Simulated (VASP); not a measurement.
# CdS in VASP: one cell, several levels of theory

Aim: gap, levels, forces and stress of zincblende CdS, under +3.0 % biaxial strain in x and y, free along z at fixed geometry. Runs: PBE, r2SCAN.

Code: VASP 6.6.1. PAW datasets, plane waves. Computed at 0 K without zero-point motion; spin polarisation is off.

**1. The structure to begin with**

The cell comes from an earlier relaxation with r2SCAN in another program, then strained, with the atoms relaxed again.

The symmetry is I-4m2 (No. 119, tetragonal); conventional cell a = 4.281 Å, c = 5.599 Å, 25.66 Å³ an atom. Cd has 4 S at 2.56 Å; S has 4 Cd at 2.56 Å.

As a file:

```cif
data_structure
_symmetry_space_group_name_H-M 'P 1'
_symmetry_Int_Tables_number 1
_cell_length_a 4.1235
_cell_length_b 4.1235
_cell_length_c 4.2814
_cell_angle_alpha 58.725
_cell_angle_beta 58.725
_cell_angle_gamma 62.550
_cell_volume 51.32
loop_
_atom_site_label
_atom_site_type_symbol
_atom_site_fract_x
_atom_site_fract_y
_atom_site_fract_z
_atom_site_occupancy
Cd1 Cd 0.00000 0.00000 0.00000 1
S1 S 0.25000 0.25000 0.25000 1
```

**2. Single point with PBE**

File INCAR:

```
ENCUT = 520.000000
SIGMA = 0.020000
EDIFF = 1.00e-07
GGA = PE
PREC = Accurate
IBRION = -1
ISIF = 2
ISMEAR = -1
NBANDS = 16
NELM = 120
NSW = 0
LASPH = .TRUE.
LCHARG = .FALSE.
LWAVE = .FALSE.
LREAL = .FALSE.
```

File KPOINTS:

```
KPOINTS created by Atomic Simulation Environment
0
Gamma
8 8 8
0 0 0
```

File KPOINTS_OPT:

```
special points
6
Reciprocal
0.0000000000 0.0000000000 0.0000000000 1
-0.5000000000 -0.5000000000 0.0000000000 1
-0.3750000000 -0.3750000000 0.2500000000 1
-0.3750000000 0.0000000000 0.3750000000 1
0.0000000000 0.0000000000 0.5000000000 1
-0.5000000000 -0.2500000000 0.2500000000 1
```

File POSCAR:

```
Cd S
 1.0000000000000000
     0.0000000000000000    3.0273912883000000    2.7995997332000000
     3.0273912883000000    0.0000000000000000    2.7995997332000000
     3.0273912883000000    3.0273912883000000    0.0000000000000000
 Cd  S
   1   1
Cartesian
  0.0000000000000000  0.0000000000000000  0.0000000000000000
  1.5136956441500000  1.5136956441500000  1.3997998666000000
```

The run uses the recommended PBE PAW datasets (18 valence electrons a neutral cell).

The run is started by

```console
$ mpirun -np 1 vasp_std
```

**3. Single point with r2SCAN**

File INCAR:

```
ENCUT = 520.000000
SIGMA = 0.010000
EDIFF = 1.00e-07
ALGO = Normal
METAGGA = R2SCAN
PREC = Accurate
IBRION = -1
ISIF = 2
ISMEAR = 0
NBANDS = 16
NELM = 120
NSW = 0
LASPH = .TRUE.
LCHARG = .TRUE.
LELF = .TRUE.
LWAVE = .FALSE.
LREAL = .FALSE.
```

KPOINTS is that of step 2.

KPOINTS_OPT is that of step 2.

POSCAR is that of step 2.

What does the calculation give? Wanted: for each run, gap; pressure.

As calculated:

| level | gap (eV) | pressure (GPa) |
| --- | --- | --- |
| PBE | 0.94 | 0.92 |
| r2SCAN | 1.37 | -0.52 |

In words: The gap runs from 0.94 eV (PBE) to 1.37 eV (r2SCAN). The pressure is highest with PBE (0.9 GPa) and lowest with r2SCAN (-0.5 GPa), which orders the cells that they would relax to.
